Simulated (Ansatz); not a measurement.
## Field gradients at the nuclei in SnS at a changed volume

The cell is a COD entry, relaxed with PBE at fixed cell and then changed (volume scaled by 0.94, ions relaxed).

Space group Pnma (No. 62); a = 11.0889, b = 3.9673, c = 4.1554 Å.

| site | Wyckoff | site symmetry | x | y | z |
| --- | --- | --- | --- | --- | --- |
| Sn | 4c | .m. | 0.1181 | 0.2500 | 0.0959 |
| S | 4c | .m. | 0.8537 | 0.2500 | 0.4744 |

One atom of each set is listed.

The numbers come from a DFT calculation in Ansatz (PBE, plane waves and PAW, scalar-relativistic, 420 eV cutoff, Γ-centred 4×11×10 k-points, Fermi–Dirac smearing 0.02 eV).

C_Q = eQV_zz/h, which is 24.18 MHz for Q = 1 b and V_zz = 10²¹ V/m²; η = (V_xx − V_yy)/V_zz.

S-33: I = 3/2, Q = -69.40 mb. Nuclear quadrupole moments: year-2017 set (Pyykkö).

```csv
site,atoms,first shell,V_zz (10²¹ V/m²),η,C_Q (MHz)
Sn,4,3 S at 2.63–2.69 Å; also 3 S at 3.11–3.33 Å,-10.79,0.32,–
S,4,3 Sn at 2.63–2.69 Å; also 3 Sn at 3.11–3.33 Å,-2.27,0.03,3.80
```

Sn has no stable isotope with a ground-state quadrupole moment in the table, so no C_Q is given.

Without spin–orbit coupling (the program notes it for Sn) the gradients can shift somewhat, as the gap is small. With a gap of 0.4 eV on this mesh, the gradients can still move by some per cent as the k-mesh gets denser.

The relaxation (5 steps) took 3 min of wall time (3 min of CPU time) and 1 GiB at its peak, on 1 thread of Intel Xeon Platinum 8488C (Sapphire Rapids) (x86_64; 16 cores open to the job, memory cap 3.0 GiB, no GPU), a shared host with a load of 0.5 a core.
